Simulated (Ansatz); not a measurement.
# TiAl3: further runs on the relaxed cell, part 2 of 2

The task, for TiAl3: compute bands, density of states and charges, compare with the cell as listed and fit an equation of state.

Ansatz 0.2.0; DFT PBE, scalar-relativistic, plane waves, PAW. The steps go on from the part before.

### Step 8. The cell scaled to 1.03 of its volume

input.yaml

```yaml
crystal:
  lattice:
    - [4.0191325036, 0.0, 0.0]
    - [0.0, 4.0191325036, 0.0]
    - [0.0, 0.0, 4.0191325036]
  atoms:
    - { symbol: Ti, position: [0.0, 0.0, 0.0] }
    - { symbol: Al, position: [0.5, 0.5, 0.0] }
    - { symbol: Al, position: [0.5, 0.0, 0.5] }
    - { symbol: Al, position: [0.0, 0.5, 0.5] }
basis:
  ecutwfc: 420
kpoints:
  mp_grid: { grid: [10, 10, 10] }
hamiltonian:
  xc: pbe
scf:
  occupations: { method: gaussian, width: 0.1 }
output:
  forces: true
  stress: true
  eigenvalues: true
  write_density: true
  write_potential: true
  elf: true
  volumetric_format: npy
```

Started as:

```console
ansatz run input.yaml --threads 1 --pin off --max-ram 2560MiB --backend cpu --events-out ev --progress --plain --runs-dir out
```

Output, shortened:

```text
Warning: RAYON_NUM_THREADS=1 ignored (pool sized by the plan → 1); use --threads N
[...]
Pseudopotentials: kind: paw
Pseudopotential: Ti, paw, valence charge 12, recommended cutoff 420 eV (normal), Ti.paw.azcp
Pseudopotential: Al, paw, valence charge 3, recommended cutoff 420 eV (normal), Al.paw.azcp
Functional definition: PBE
[...]
Crystal: 4 atoms, lattice volume = 64.923 Å³
[...]
  atom   4  Al     0.00000000    -0.00000000     0.00000000
[...]
--- Stress (GPa, compression-positive) ---
       -2.954983       0.000000       0.000000
        0.000000      -2.954983       0.000000
        0.000000       0.000000      -2.954983
  P = ⅓ Tr σ = -2.9550 GPa (-29.550 kbar)
--- Band table (eV; the first three rows and the last of 56) ---
  k-point 0: bands = ["-47.1355", "-23.4317", "-23.4317", "-23.4317", "-0.6441", "6.9021", "6.9021", "7.7745", "7.7745", "7.7745", "10.0587", "10.0587", "10.0587", "10.6531", "13.6534"]
[...]
```

Run time: 3.2 s. Hardware: 1 thread of Arm Neoverse V2, shared host; peak memory 0.34 GiB.

Density in a lattice plane of the grid's cell (edges 4.02 and 4.02 Å, at 0.000 of the third edge), which holds Ti and Al.

Values in e/Å³, 12 rows by 12 columns:
```
 8.08  5.73  1.65  0.28  0.15  0.15  0.15  0.15  0.15  0.28  1.65  5.73
 2.54  1.65  0.55  0.22  0.18  0.18  0.18  0.18  0.18  0.22  0.55  1.65
 0.32  0.28  0.22  0.20  0.21  0.21  0.21  0.21  0.21  0.20  0.22  0.28
 0.14  0.15  0.18  0.21  0.22  0.19  0.16  0.19  0.22  0.21  0.18  0.15
 0.14  0.15  0.18  0.21  0.19  0.10  0.08  0.10  0.19  0.21  0.18  0.15
 0.14  0.15  0.18  0.21  0.16  0.08  0.06  0.08  0.16  0.21  0.18  0.15
 0.14  0.15  0.18  0.21  0.19  0.10  0.08  0.10  0.19  0.21  0.18  0.15
 0.14  0.15  0.18  0.21  0.22  0.19  0.16  0.19  0.22  0.21  0.18  0.15
 0.32  0.28  0.22  0.20  0.21  0.21  0.21  0.21  0.21  0.20  0.22  0.28
 2.54  1.65  0.55  0.22  0.18  0.18  0.18  0.18  0.18  0.22  0.55  1.65
 8.08  5.73  1.65  0.28  0.15  0.15  0.15  0.15  0.15  0.28  1.65  5.73
10.23  8.08  2.54  0.32  0.14  0.14  0.14  0.14  0.14  0.32  2.54  8.08
```
Columns run along the first of these edges and rows up along the second, over one cell in 12 and 12 even steps from the bottom left corner. Atoms in the plane (fractional): Ti at (0.00, 0.00), Al at (0.50, 0.50).

ELF in the same plane.

Ten even steps from ' ' (0.00) to '@' (0.62):
```
..--##@@##==....::--++******++--::....==##@@##--
##%%@@@@##--....--++**######**++--....--##@@@@%%
@@@@@@##==::::--++**##%%%%%%##**++--::::==##@@@@
++++==--::::--++##%%@@@@@@@@@@%%##++--::::--==++
........::==++##%%@@@@@@@@@@@@@@%%##++==::......
......::==**##@@@@%%%%######%%%%@@@@##**==::....
::::--==**%%@@@@%%**==::::::==**%%@@@@%%**==--::
====++**%%@@@@%%**::..      ..::**%%@@@@%%**++==
++++**##%%@@@@%%==..  ..::..  ..==%%@@@@%%##**++
++**##%%@@@@@@##--  ..::--::..  --##@@@@@@%%##**
++++**##%%@@@@%%==..  ..::..  ..==%%@@@@%%##**++
====++**%%@@@@%%**::..      ..::**%%@@@@%%**++==
::::--==**%%@@@@%%**==::::::==**%%@@@@%%**==--::
......::==**##@@@@%%%%######%%%%@@@@##**==::....
........::==++##%%@@@@@@@@@@@@@@%%##++==::......
++++==--::::--++##%%@@@@@@@@@@%%##++--::::--==++
@@@@@@##==::::--++**##%%%%%%##**++--::::==##@@@@
##%%@@@@##--....--++**######**++--....--##@@@@%%
..--##@@##==....::--++******++--::....==##@@##--
    ++%%%%==..  ..--==++++++==--..  ..==%%%%++  
```
Columns run along the first of these edges and rows up along the second, over one cell in 24 and 20 even steps from the bottom left corner. Atoms in the plane (fractional): Ti at (0.00, 0.00), Al at (0.50, 0.50).

Both are smooth fields of the valence electrons: close to the nuclei they are not physical.

Maxima of ELF outside the ion cores: 0.68 on the Al–Al line, 1.3 Å from Al.

### Step 9. Point at V/V0 = 0.94

Changes to input.yaml since step 8:

```diff
@@ -2,5 +2,5 @@
   lattice:
-    - [4.0191325036, 0.0, 0.0]
-    - [0.0, 4.0191325036, 0.0]
-    - [0.0, 0.0, 4.0191325036]
+    - [3.8984849978, 0.0, 0.0]
+    - [0.0, 3.8984849978, 0.0]
+    - [0.0, 0.0, 3.8984849978]
   atoms:
@@ -22,5 +22 @@
   eigenvalues: true
-  write_density: true
-  write_potential: true
-  elf: true
-  volumetric_format: npy
```

Started as:

```console
ansatz run input.yaml --threads 1 --pin off --max-ram 2560MiB --backend cpu --events-out ev --progress --plain --runs-dir out
```

Output, shortened:

```text
Warning: RAYON_NUM_THREADS=1 ignored (pool sized by the plan → 1); use --threads N
[...]
[... 4 set-up lines as earlier in the session ...]
[...]
Crystal: 4 atoms, lattice volume = 59.250 Å³
[...]
  atom   4  Al     0.00000000    -0.00000000     0.00000000
[...]
--- Stress (GPa, compression-positive) ---
        7.439287       0.000000       0.000000
       -0.000000       7.439287       0.000000
        0.000000       0.000000       7.439287
  P = ⅓ Tr σ = 7.4393 GPa (74.393 kbar)
--- Band table (eV; the first three rows and the last of 56) ---
  k-point 0: bands = ["-45.8003", "-22.1240", "-22.1240", "-22.1240", "-0.0638", "7.8309", "7.8309", "8.8146", "8.8146", "8.8146", "11.1712", "11.1712", "11.1712", "11.7084", "15.4597"]
[...]
```

Wall time 2.2 s (1 thread of Arm Neoverse V2, shared host); peak memory 0.33 GiB.

### Step 10. Variant: symmetry.detect false, dr2_threshold 1.0e-09

Changes to input.yaml since step 9:

```diff
@@ -10,2 +10,3 @@
     - { symbol: Al, position: [0.0, 0.5, 0.5] }
+  symmetry: { detect: false }
 basis:
@@ -18,5 +19,6 @@
   occupations: { method: gaussian, width: 0.1 }
+  convergence: { dr2_threshold: 1.0e-09 }
 output:
   forces: true
+  eigenvalues: true
   stress: true
-  eigenvalues: true
```

Started as:

```console
ansatz run input.yaml --threads 1 --pin off --max-ram 2560MiB --backend cpu --events-out ev --progress --plain --runs-dir out
```

Output, shortened:

```text
Warning: output.stress: scf.convergence.dr2_threshold = 1e-9 eV is looser than the 4e-10 eV advised for a printed stress (1e-10 eV for each atom of the cell: 4). What an SCF threshold leaves in a stress goes as its square root, and in the free energy as the threshold itself, and one [...]
Warning: RAYON_NUM_THREADS=1 ignored (pool sized by the plan → 1); use --threads N
[...]
[... 3 set-up lines as earlier in the session ...]
[...]
  atom   1  Ti    -0.00000001    -0.00000000    -0.00000001
  atom   2  Al    -0.00000000    -0.00000000     0.00000000
  atom   3  Al    -0.00000000     0.00000000    -0.00000000
  atom   4  Al     0.00000000    -0.00000000    -0.00000000
[...]
--- Stress (GPa, compression-positive) ---
        7.439310      -0.000000      -0.000000
       -0.000000       7.439312       0.000000
       -0.000000       0.000000       7.439313
  P = ⅓ Tr σ = 7.4393 GPa (74.393 kbar)
--- Band table (eV; the first three rows and the last of 504) ---
  k-point 0: bands = ["-45.8003", "-22.1240", "-22.1240", "-22.1240", "-0.0638", "7.8309", "7.8309", "8.8146", "8.8146", "8.8146", "11.1712", "11.1712", "11.1712", "11.7084", "15.4597"]
[...]
```

It took 34 s on 1 thread of Arm Neoverse V2, shared host; peak memory 0.72 GiB.

```
    run     ending  energy change  pressure (GPa)  gap (eV)  force (eV/Å)  cycles   time
 step 9  converged              0             7.4      0.00          0.00       6  2.2 s
variant  converged   0.0 meV/atom             7.4      0.00          0.00       7   34 s
```

The changed use of symmetry and convergence setting doesn't alter the result here (within 0.5 meV/atom). Cost: 7 SCF cycles against 6, 34 s against 2.2 s.

### Step 11. Volume × 1.06

Changes to input.yaml since step 9:

```diff
@@ -2,5 +2,5 @@
   lattice:
-    - [3.8984849978, 0.0, 0.0]
-    - [0.0, 3.8984849978, 0.0]
-    - [0.0, 0.0, 3.8984849978]
+    - [4.0577803793, 0.0, 0.0]
+    - [0.0, 4.0577803793, 0.0]
+    - [0.0, 0.0, 4.0577803793]
   atoms:
```

Started as:

```console
ansatz run input.yaml --threads 1 --pin off --max-ram 2560MiB --backend cpu --events-out ev --progress --plain --runs-dir out
```

Output, shortened:

```text
[...]
SCF converged after 6 iterations
Free energy (F): -4113.587161 eV
[...]
E sigma→0 (E₀):  -4113.581189 eV
Entropy (-TS):   -0.011944 eV (-2.986 meV/atom)
Fermi energy:    9.585211 eV
[...]
--- Forces (eV/Å), atoms counted from 1 ---
  atom   1  Ti    -0.00000000    -0.00000000     0.00000000
  atom   2  Al     0.00000000     0.00000000    -0.00000000
  atom   3  Al     0.00000000    -0.00000000    -0.00000000
  atom   4  Al     0.00000000     0.00000000    -0.00000000
[...]
--- Stress (GPa, compression-positive) ---
       -5.486515      -0.000000       0.000000
        0.000000      -5.486515       0.000000
        0.000000       0.000000      -5.486515
  P = ⅓ Tr σ = -5.4865 GPa (-54.865 kbar)
--- Band table (eV; the first three rows and the last of 56) ---
  k-point 0: bands = ["-47.5369", "-23.8256", "-23.8256", "-23.8256", "-0.8133", "6.6196", "6.6196", "7.4679", "7.4679", "7.4679", "9.7225", "9.7225", "9.7225", "10.3351", "13.1148"]
[...]
```

Run time: 2.5 s. Hardware: 1 thread of Arm Neoverse V2, shared host; peak memory 0.34 GiB.

### Step 12. Variant: scf.algorithm density_mixing, accuracy medium

Changes to input.yaml since step 11:

```diff
@@ -18,5 +18,7 @@
   occupations: { method: gaussian, width: 0.1 }
+  algorithm: density_mixing
 output:
   forces: true
+  eigenvalues: true
   stress: true
-  eigenvalues: true
+accuracy: medium
```

Started as:

```console
ansatz run input.yaml --threads 1 --pin off --max-ram 2560MiB --backend cpu --events-out ev --progress --plain --runs-dir out
```

Output, shortened:

```text
Warning: RAYON_NUM_THREADS=1 ignored (pool sized by the plan → 1); use --threads N
[...]
[... 4 set-up lines as earlier in the session ...]
[...]
Crystal: 4 atoms, lattice volume = 66.814 Å³
[...]
  atom   4  Al     0.00000000     0.00000000    -0.00000000
[...]
--- Stress (GPa, compression-positive) ---
       -5.486515      -0.000000       0.000000
        0.000000      -5.486515       0.000000
        0.000000       0.000000      -5.486515
  P = ⅓ Tr σ = -5.4865 GPa (-54.865 kbar)
--- Band table (eV; the first three rows and the last of 56) ---
  k-point 0: bands = ["-47.5369", "-23.8256", "-23.8256", "-23.8256", "-0.8133", "6.6196", "6.6196", "7.4679", "7.4679", "7.4679", "9.7225", "9.7225", "9.7225", "10.3351", "13.1148"]
[...]
```

Run time: 2.5 s. Hardware: 1 thread of Arm Neoverse V2, shared host; peak memory 0.34 GiB.

```
    run     ending  energy change  pressure (GPa)  gap (eV)  force (eV/Å)  cycles   time
step 11  converged              0            -5.5      0.00          0.00       6  2.5 s
variant  converged   0.0 meV/atom            -5.5      0.00          0.00       6  2.5 s
```

Energy and cycle count are those of the reference, so the change (solver) left the result and the number of cycles as they were.

### Step 13. Point at V/V0 = 0.91

Changes to input.yaml since step 11:

```diff
@@ -2,5 +2,5 @@
   lattice:
-    - [4.0577803793, 0.0, 0.0]
-    - [0.0, 4.0577803793, 0.0]
-    - [0.0, 0.0, 4.0577803793]
+    - [3.8565625552, 0.0, 0.0]
+    - [0.0, 3.8565625552, 0.0]
+    - [0.0, 0.0, 3.8565625552]
   atoms:
```

Started as:

```console
ansatz run input.yaml --threads 1 --pin off --max-ram 2560MiB --backend cpu --events-out ev --progress --plain --runs-dir out
```

Output, shortened:

```text
Warning: RAYON_NUM_THREADS=1 ignored (pool sized by the plan → 1); use --threads N
[...]
[... 4 set-up lines as earlier in the session ...]
[...]
Crystal: 4 atoms, lattice volume = 57.359 Å³
[...]
  atom   4  Al     0.00000000    -0.00000000     0.00000000
[...]
--- Stress (GPa, compression-positive) ---
       12.105457       0.000000       0.000000
       -0.000000      12.105457       0.000000
        0.000000       0.000000      12.105457
  P = ⅓ Tr σ = 12.1055 GPa (121.055 kbar)
--- Band table (eV; the first three rows and the last of 56) ---
  k-point 0: bands = ["-45.3056", "-21.6403", "-21.6403", "-21.6403", "0.1584", "8.1717", "8.1717", "9.2082", "9.2082", "9.2082", "11.5817", "11.5817", "11.5817", "12.0992", "16.1346"]
[...]
```

Wall time 2.7 s (1 thread of Arm Neoverse V2, shared host); peak memory 0.33 GiB.

### Step 14. Changed: hubbard.sites [{species: Ti, l: d, u_eff: 8.0}], hubbard.double_counting fll

Changes to input.yaml since step 13:

```diff
@@ -16,2 +16,3 @@
   xc: pbe
+  hubbard: { sites: [{ species: Ti, l: d, u_eff: 8.0 }], double_counting: fll }
 scf:
@@ -20,3 +21,3 @@
   forces: true
+  eigenvalues: true
   stress: true
-  eigenvalues: true
```

Started as:

```console
ansatz run input.yaml --threads 1 --pin off --max-ram 2560MiB --backend cpu --events-out ev --progress --plain --runs-dir out
```

Output, shortened:

```text
Warning: RAYON_NUM_THREADS=1 ignored (pool sized by the plan → 1); use --threads N
Ti: projections on atomic orbitals take those of the free atom [Ne] 3s2 3p6 3d2 4s2, of charge +0.00 (hamiltonian.pseudopotentials.projection_atoms); the dataset's partial waves leave at most 4.1e-7 of an orbital's norm unspanned inside its sphere
[...]
  atom   4  Al     0.00000000     0.00000000     0.00000000
[...]
--- Stress (GPa, compression-positive) ---
       18.033570      -0.000000       0.000000
        0.000000      18.033570       0.000000
        0.000000       0.000000      18.033570
  P = ⅓ Tr σ = 18.0336 GPa (180.336 kbar)
--- Band table (eV; the first three rows and the last of 56) ---
  k-point 0: bands = ["-46.0144", "-22.3125", "-22.3125", "-22.3125", "0.2086", "9.2642", "9.2642", "9.2642", "9.6508", "9.6508", "11.5706", "11.5706", "11.5706", "12.1405", "17.3281"]
[...]
Occupation matrices written to <dir>
```

Run time: 4.4 s. Hardware: 1 thread of Arm Neoverse V2, shared host; peak memory 0.37 GiB.

```
    run     ending                                        energy change  pressure (GPa)  gap (eV)  force (eV/Å)  cycles   time
step 13  converged                                                    0            12.1      0.00          0.00       6  2.7 s
variant  converged  +2.02 eV/atom (U changed: no physical gain or loss)            18.0      0.00          0.00      10  4.4 s
```

Changing the Hubbard U moves the energy by +2.02 eV/atom, and the pressure goes from 12.1 to 18.0 GPa. The U term adds an energy of its own, so the shift says nothing about which run is better. Cost: 10 SCF cycles against 6, 4.4 s against 2.7 s.

### Step 15. The cell scaled to 1.10 of its volume

Changes to input.yaml since step 13:

```diff
@@ -2,5 +2,5 @@
   lattice:
-    - [3.8565625552, 0.0, 0.0]
-    - [0.0, 3.8565625552, 0.0]
-    - [0.0, 0.0, 3.8565625552]
+    - [4.1081927437, 0.0, 0.0]
+    - [0.0, 4.1081927437, 0.0]
+    - [0.0, 0.0, 4.1081927437]
   atoms:
```

Started as:

```console
ansatz run input.yaml --threads 1 --pin off --max-ram 2560MiB --backend cpu --events-out ev --progress --plain --runs-dir out
```

Output, shortened:

```text
[...]
SCF converged after 6 iterations
Free energy (F): -4113.477865 eV
[...]
E sigma→0 (E₀):  -4113.471507 eV
Entropy (-TS):   -0.012716 eV (-3.179 meV/atom)
Fermi energy:    9.155229 eV
[...]
--- Forces (eV/Å), atoms counted from 1 ---
  atom   1  Ti    -0.00000000     0.00000000     0.00000000
  atom   2  Al     0.00000000    -0.00000000    -0.00000000
  atom   3  Al     0.00000000     0.00000000    -0.00000000
  atom   4  Al     0.00000000     0.00000000     0.00000000
[...]
--- Stress (GPa, compression-positive) ---
       -8.306053       0.000000       0.000000
        0.000000      -8.306053       0.000000
        0.000000       0.000000      -8.306053
  P = ⅓ Tr σ = -8.3061 GPa (-83.061 kbar)
--- Band table (eV; the first three rows and the last of 56) ---
  k-point 0: bands = ["-48.0425", "-24.3223", "-24.3223", "-24.3223", "-1.0231", "6.2611", "6.2611", "7.0851", "7.0851", "7.0851", "9.2977", "9.2977", "9.2977", "9.9338", "12.4396"]
[...]
```

It took 2.6 s on 1 thread of Arm Neoverse V2, shared host; peak memory 0.34 GiB.

### Step 16. Point at V/V0 = 0.88

Changes to input.yaml since step 15:

```diff
@@ -2,5 +2,5 @@
   lattice:
-    - [4.1081927437, 0.0, 0.0]
-    - [0.0, 4.1081927437, 0.0]
-    - [0.0, 0.0, 4.1081927437]
+    - [3.8137083131, 0.0, 0.0]
+    - [0.0, 3.8137083131, 0.0]
+    - [0.0, 0.0, 3.8137083131]
   atoms:
```

Started as:

```console
ansatz run input.yaml --threads 1 --pin off --max-ram 2560MiB --backend cpu --events-out ev --progress --plain --runs-dir out
```

Output, shortened:

```text
[...]
SCF converged after 6 iterations
Free energy (F): -4113.283181 eV
[...]
E sigma→0 (E₀):  -4113.278530 eV
Entropy (-TS):   -0.009304 eV (-2.326 meV/atom)
Fermi energy:    11.924835 eV
[...]
--- Forces (eV/Å), atoms counted from 1 ---
  atom   1  Ti    -0.00000000    -0.00000000     0.00000000
  atom   2  Al     0.00000000    -0.00000000    -0.00000000
  atom   3  Al     0.00000000    -0.00000000    -0.00000000
  atom   4  Al     0.00000000     0.00000000     0.00000000
[...]
--- Stress (GPa, compression-positive) ---
       17.545553       0.000000       0.000000
        0.000000      17.545553       0.000000
        0.000000       0.000000      17.545553
  P = ⅓ Tr σ = 17.5456 GPa (175.456 kbar)
--- Band table (eV; the first three rows and the last of 56) ---
  k-point 0: bands = ["-44.7824", "-21.1293", "-21.1293", "-21.1293", "0.3977", "8.5306", "8.5306", "9.6292", "9.6292", "9.6292", "12.0149", "12.0149", "12.0149", "12.5126", "16.8513"]
[...]
```

Wall time 2.2 s (1 thread of Arm Neoverse V2, shared host); peak memory 0.33 GiB.

### Step 17. Changed: mp_grid.shift [0.5, 0.5, 0.5], dispersion d4

Changes to input.yaml since step 16:

```diff
@@ -13,5 +13,6 @@
 kpoints:
-  mp_grid: { grid: [10, 10, 10] }
+  mp_grid: { grid: [10, 10, 10], shift: [0.5, 0.5, 0.5] }
 hamiltonian:
   xc: pbe
+  dispersion: d4
 scf:
@@ -20,3 +21,3 @@
   forces: true
+  eigenvalues: true
   stress: true
-  eigenvalues: true
```

Started as:

```console
ansatz run input.yaml --threads 1 --pin off --max-ram 2560MiB --backend cpu --events-out ev --progress --plain --runs-dir out
```

Output, shortened:

```text
Warning: RAYON_NUM_THREADS=1 ignored (pool sized by the plan → 1); use --threads N
[...]
[... 4 set-up lines as earlier in the session ...]
[...]
Crystal: 4 atoms, lattice volume = 55.468 Å³
[...]
  atom   4  Al     0.00000000    -0.00000000    -0.00000000
[...]
--- Stress (GPa, compression-positive) ---
       13.403130      -0.000000       0.000000
        0.000000      13.403130       0.000000
        0.000000       0.000000      13.403130
  P = ⅓ Tr σ = 13.4031 GPa (134.031 kbar)
--- Band table (eV; the first three rows and the last of 35) ---
  k-point 0: bands = ["-44.7843", "-21.1318", "-21.1316", "-21.1316", "0.4763", "8.2617", "8.2617", "9.2998", "9.9342", "9.9342", "11.9768", "11.9768", "12.1136", "12.9155", "16.7381"]
[...]
```

Wall time 1.8 s (1 thread of Arm Neoverse V2, shared host); peak memory 0.31 GiB.

```
    run     ending                                     energy change  pressure (GPa)  gap (eV)  force (eV/Å)  cycles   time
step 16  converged                                                 0            17.5      0.00          0.00       6  2.2 s
variant  converged  -369.7 meV/atom (offset of the dispersion model)            13.4      0.00          0.00       6  1.8 s
```

Changing the k-point mesh and dispersion term moves the energy by -369.7 meV/atom, and the pressure goes from 17.5 to 13.4 GPa.

### Step 18. Equation of state

```
volume (Å³/atom)  energy above the lowest point (meV/atom)  pressure (GPa)  gap on the mesh (eV)
          13.867                                      92.8           17.55                  0.00
          14.340                                      49.3           12.11                  0.00
          14.812                                      20.7            7.44                  0.00
          15.285                                       4.9            3.43                  0.00
          15.758                                       0.0            0.00                  0.00
          16.231                                       4.5           -2.95                  0.00
          16.703                                      17.2           -5.49                  0.00
          17.334                                      44.6           -8.31                  0.00
```

### Step 19. What came out

This closing draws on all 2 parts.

| quantity | value |
| --- | --- |
| gap | none (metal) |
| states at the Fermi level | 2.35 per eV per cell |
| Bader charges | Ti +0.79, Al -0.26 e |
| listed cell | 1.7 meV/atom above the relaxed cell, 2.0 GPa, gap none (metal) |
| equilibrium volume of the fit | 15.76 Å³/atom |
| bulk modulus | 106 GPa |
| its pressure derivative | 4.1 |
| step 3, run with mp_grid.grid [8, 8, 8], dr2_threshold 1.0e-05 (against step 2) | -0.3 meV/atom |
| step 5, run with dr2_threshold 1.0e-06 (against step 4) | 0.0 meV/atom |
| step 7, run with mp_grid.grid [15, 15, 15], chi_scale 0.3 (against step 6) | 0.0 meV/atom |
| step 10, run with symmetry.detect false, dr2_threshold 1.0e-09 (against step 9) | 0.0 meV/atom |
| step 12, run with scf.algorithm density_mixing, accuracy medium (against step 11) | 0.0 meV/atom |
| step 14, run with hubbard.sites [{species: Ti, l: d, u_eff: 8.0}], hubbard.double_counting fll (against step 13) | +2.02 eV/atom; the pressure goes from 12.1 to 18.0 GPa |

What this shows: There is no gap at this level. Of the projected weight within 0.25 eV of the Fermi level, the largest part is Ti 3d (63 %) and Al 3p (25 %). Bader charges reach 0.8 e, so charge transfer in this metal is moderate. The listed cell costs 1.7 meV/atom and carries a pressure of 2.0 GPa at this level. The fit puts the minimum at 15.76 Å³/atom with B = 106 GPa and B' = 4.1.
